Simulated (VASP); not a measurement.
Input of a VASP 6.6.1 run:

INCAR

```
  ALGO = Normal
  EDIFF = 1E-7
  EDIFFG = -0.005
  ENCUT = 600
  GGA = PS
  IBRION = 2
  ISIF = 3
  ISMEAR = 1
  LASPH = True
  LCHARG = False
  LREAL = False
  LWAVE = False
  NELM = 80
  NSW = 90
  PREC = Accurate
  SIGMA = 0.1
```

KPOINTS

```
k-points
0
Gamma
  14 14 14
```

POSCAR

```
NbC                                     
1.0
    0.0000000000      2.2239155358      2.2239155358
    2.2239155358     -0.0000000000      2.2239155358
    2.2239155358      2.2239155358      0.0000000000
  Nb              C             
     1     1
Direct
     0.0000000000000000    0.0000000000000000    0.0000000000000000
     0.5000000000000000    0.5000000000000000    0.5000000000000000
```

Potentials or basis: VASP PAW PBE potentials, release 64 (Nb_sv, C).

Run with:

```console
$ cat potpaw_PBE.64/Nb_sv/POTCAR potpaw_PBE.64/C/POTCAR > POTCAR
$ mpirun -np 1 vasp_std > vasp.out
```

Question: What does it give for the band gap on the k mesh?

Answer: None (metal or under the smearing width).

Final structure:
```cif
data_structure
_symmetry_space_group_name_H-M 'P 1'
_symmetry_Int_Tables_number 1
_cell_length_a 3.1451
_cell_length_b 3.1451
_cell_length_c 3.1451
_cell_angle_alpha 60.000
_cell_angle_beta 60.000
_cell_angle_gamma 60.000
_cell_volume 22.00
loop_
_atom_site_label
_atom_site_type_symbol
_atom_site_fract_x
_atom_site_fract_y
_atom_site_fract_z
_atom_site_occupancy
Nb1 Nb 0.00000 0.00000 0.00000 1
C1 C 0.50000 0.50000 0.50000 1
```

Caveat: the relaxation stopped at its first step, so nothing moved.
